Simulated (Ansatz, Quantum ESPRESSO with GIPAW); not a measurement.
# From 29Si NMR to local structure in SiC

A crystal of composition SiC (one database entry, not always the ambient form) has the 29Si spectrum and parameters below, calculated by GIPAW (PBEsol; shifts against TMS, scatter of the reference line 4 ppm; spans on the shift scale).

Simulated spectrum: 29Si MAS at 20 kHz, 7.05 T (59.7 MHz), lines broadened by 0.8 ppm; rigid lattice, with dipolar and J couplings left out. Its lines over 1.5 % of the strongest:

| δ (ppm) | area |
| --- | --- |
| -24.6 | 1.00 |
| -29.7 | 0.50 |
| -35.4 | 0.50 |

| line | δ_iso (ppm) | relative area | span (ppm) | skew |
| --- | --- | --- | --- | --- |
| A | -24.4 | 1 | 2.2 | 1.00 |
| B | -24.8 | 1 | 2.8 | 1.00 |
| C | -29.7 | 1 | 11.7 | -1.00 |
| D | -35.4 | 1 | 4.4 | 1.00 |

Q: What surrounds each Si site, and how symmetric is it?

A, B, C and D: skew ±1 point to an axis of order three or more.  The structure behind these values (space group P6_3mc; other structures could give like values):

| line | surroundings | neighbours | bonds (Å) | site symmetry |
| --- | --- | --- | --- | --- |
| A | SiC4 | 4 | 1.886 | 3m |
| B | SiC4 | 4 | 1.887 | 3m |
| C | SiC4 | 4 | 1.89 to 1.89 | 3m |
| D | SiC4 | 4 | 1.886 | 3m |

[Hosts, paths, dates, database ids (printed as entryN), source tags and the programs' standing remarks are cut or masked in the printed files.]
